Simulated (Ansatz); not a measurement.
Sb, DFT, PBE, all-electron PAW with datasets made for the crystal, scalar-relativistic (Ansatz 0.2.0), run on 1 thread of Intel(R) Xeon(R) 6975P-C (Granite Rapids) on a shared host.

The cell comes from COD entry 9013010, which wasn't checked; take it as a given geometry. The listed cell was then made from it by scaling, straining or moving an atom.

Command: `ansatz run input.yaml --threads 1 --pin off --max-ram 3072MiB --backend cpu --events-out ev --progress --plain --runs-dir out`

```yaml
crystal:
  lattice:
    - [-1.445225, 1.519625, 2.48]
    - [1.519625, -1.445225, 2.48]
    - [1.490375, 1.490375, -2.43485]
  atoms:
    - { symbol: Sb, position: [0.0, 0.0, 0.0] }
kpoints:
  mp_grid: { grid: [19, 19, 19] }
scf:
  occupations: { method: fermi_dirac, width: 0.05 }
hamiltonian:
  xc: pbe
  pseudopotentials: { kind: all_electron, datasets: crystal }
output:
  forces: true
  stress: true
  eigenvalues: true
  efg: { contact_densities: true }
```

(1) How large is the problem that the program sets up?

(2) Estimate the wall time and the peak memory.

(3) And the same cell and mesh by PAW (frozen-core files), asked for forces, stress, eigenvalues, efg, on the same hardware?

Answers

(1) 1810 irreducible k-points, 129 plane waves at Γ, 7 bands.

(2) 22 s of wall time for 6 SCF iterations, with a peak of 0.74 GiB. Times on shared machines scatter by tens of per cent.

(3) 13 s, peak memory 0.76 GiB.
